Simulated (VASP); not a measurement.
A run of VASP 6.6.1 is set up as follows.

Contents of INCAR:

```
SYSTEM = Sn
PREC = Accurate
ENCUT = 600
EDIFF = 1E-7
ISMEAR = 0
SIGMA = 0.02
LREAL = .False.
LASPH = .True.
NELM = 100
ALGO = Normal
ISIF = 3
LWAVE = .False.
LCHARG = .False.
GGA = PE
IBRION = 2
NSW = 80
EDIFFG = -0.004
```

Contents of KPOINTS:

```
Automatic mesh
0
Gamma
  8 8 8
  0 0 0
```

Contents of POSCAR:

```
Sn
1.0
    0.0000000000      3.2333428000      3.2333428000
    3.2333428000      0.0000000000      3.2333428000
    3.2333428000      3.2333428000      0.0000000000
Sn
2
Direct
    0.0000000000      0.0000000000      0.0000000000
    0.2500000000      0.2500000000      0.2500000000
```

Potentials or basis: VASP PAW PBE potentials, release 64 (Sn_d).

Run with:

```console
$ cat potpaw_PBE.64/Sn_d/POTCAR > POTCAR
$ mpirun -np 1 vasp_std > vasp.out
```

**Question.** Estimate the space group after relaxing (to 0.05 Å).

**Answer.** Fd-3m (No. 227).

**Question.** Predict the relaxed volume.

**Answer.** 36.78 Å³/atom.

The path:
| step | energy change (eV) | largest force (eV/Å) | pressure (GPa) | volume (Å³) |
| --- | --- | --- | --- | --- |
| 1 | 0.0000 | 0.0000 | 3.78 | 67.61 |
| 2 | -0.0580 | 0.0000 | -0.95 | 75.70 |
| 3 | -0.0645 | 0.0000 | 0.01 | 73.55 |

PBE usually gives volumes a little too large and moduli too small. Zero-point motion and thermal expansion aren't in these numbers.
